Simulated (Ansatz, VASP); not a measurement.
One calculation of CoO, two programs

Contents of INCAR:

```
ALGO = Normal
EDIFF = 1E-6
ENCUT = 520
GGA = PE
ISIF = 2
ISMEAR = 0
ISPIN = 2
LASPH = True
LCHARG = False
LMAXMIX = 4
LORBIT = 11
LREAL = False
LWAVE = False
MAGMOM = 3 0
NBANDS = 18
NELM = 150
PREC = Accurate
SIGMA = 0.1
```

The input KPOINTS:

```
k-points
0
Gamma
  9 9 6
```

Contents of POSCAR:

```
CoO
1.0
    2.5204819400      0.0000000000      0.0000000000
   -1.2602409700      2.1828013900      0.0000000000
    0.0000000000      0.0000000000      3.7279548900
Co O
1 1
Direct
    0.3333333300      0.6666666700      0.5000000000
    0.0000000000      0.0000000000      0.0000000000
```

Input for Ansatz:

```yaml
crystal:
  lattice:
    - [2.52048194, 0.0, 0.0]
    - [-1.26024097, 2.18280139, 0.0]
    - [0.0, 0.0, 3.72795489]
  atoms:
    - { symbol: Co, position: [0.33333333, 0.66666667, 0.5], spin: 3.0 }
    - { symbol: O, position: [0.0, 0.0, 0.0] }
basis:
  ecutwfc: 420
kpoints:
  mp_grid: { grid: [9, 9, 6] }
hamiltonian:
  xc: pbe
scf:
  occupations: { method: gaussian, width: 0.1 }
  lower_state_search: "off"
output:
  forces: true
  stress: true
  eigenvalues: true
  populations: true
magnetization:
  spin_polarized: true
```

Change from the starting cell: species swapped into the LiPd type (P-6m2, No. 187).

Alike in both runs: task single point; functional PBE; k mesh 9 × 9 × 6; occupations gaussian, width 0.1 eV; collinear spin.

|  | VASP | Ansatz |
| --- | --- | --- |
| version | VASP 6.6.1 | Ansatz 0.2.0 |
| potentials or method | VASP PAW PBE potentials, release 64 (Co, O) | scalar-relativistic, plane waves, PAW |
| plane-wave cutoff (eV) | 520 | 420 |
| valence electrons in the cell | 15 | 23 |

VASP gave:

| Quantity | Value |
| --- | --- |
| gap on the k mesh at the Fermi level (eV) | none |
| pressure (GPa) | -13.9 |
| largest component of the traceless stress (GPa) | 49.91 |
| net moment per atom (μB) | 1.50 |
| size of the moment on the site where the two differ most (μB) | 0.70 |

Task: Which values does Ansatz return?

Result: gap on the k mesh at the Fermi level (eV): none; pressure (GPa): -13.6; largest component of the traceless stress (GPa): 50.52; net moment per atom (μB): 1.50; size of the moment on the site where the two differ most (μB): 0.76.

Site moments also hang on the region over which each program counts them. A gap of «none» marks a metal or a gap that the smearing closes. The functional is the same, so the differences come from potentials, cutoffs and numerics. The two sets of potentials don't hold the same shells in valence.

Caveats: a cell with one magnetic atom can't hold antiferromagnetic order, which such compounds often take; semilocal functionals often make such compounds metallic where correlation or magnetic order opens a gap, which also shifts bond lengths.
